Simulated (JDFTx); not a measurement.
Input of a JDFTx 1.7.0 (patched build) run:

ZnSe.in

```
lattice \
    0.0000000000     5.3551058920     5.3551058920 \
    5.3551058920     0.0000000000     5.3551058920 \
    5.3551058920     5.3551058920     0.0000000000
coords-type Cartesian
ion Se     8.0326588379     8.0326588379     8.0326588379 1
ion Zn     0.0000000000     0.0000000000     0.0000000000 1

ion-species pseudo/Se.upf
ion-species pseudo/Zn.upf
elec-cutoff 43 344
elec-ex-corr gga-PBEsol
kpoint-folding 8 8 8
elec-smearing Fermi 0.0018374661
elec-n-bands 25
electronic-SCF nIterations 100 energyDiffThreshold 1e-09
electronic-minimize nIterations 30 energyDiffThreshold 1e-7
converge-empty-states yes
forces-output-coords Cartesian

dump-name run.$VAR
dump End Ecomponents EigStats BandEigs Kpoints Forces Stress ElecDensity
```

Potentials or basis: PseudoDojo-SR-PBEsol-0.4.1-standard with smoothed tails.

Run with:

```console
$ jdftx -c 1 -i ZnSe.in -o ZnSe.out
```

(1) Estimate the band gap on the k mesh.

(2) Estimate the pressure.

Answers

(1) 1.17 eV, direct.

(2) -1.2 GPa.

**The experiment to reproduce.**

“Alloy Disordering Effects on the Thermal Conductivity and Energy Gap Temperature Dependence of Cd1−xZnxSe Ternary Crystals Grown by the Bridgman Method”, 2023, pmc:10253836 reports, for a bulk crystal of ZnSe at 300 K: band gap 2.695 ± 0.003 eV (an exciton energy, a little under the gap).

Measured gap of ZnSe: 2.695 eV (an exciton energy, a little under the gap; 300 K; “Alloy Disordering Effects on the Thermal Conductivity and Energy Gap Temperature Dependence of Cd1−xZnxSe Ternary Crystals Grown by the Bridgman Method”, 2023, pmc:10253836). This calculation gives 1.17 eV (-1.53 eV). So large a miss can be the level of theory's own, or it may mean another phase, state or a wrong row. Spin-orbit coupling on Se is left out. The value is that of PBEsol, without temperature or zero-point motion. Semilocal functionals fall short of measured gaps as a rule.
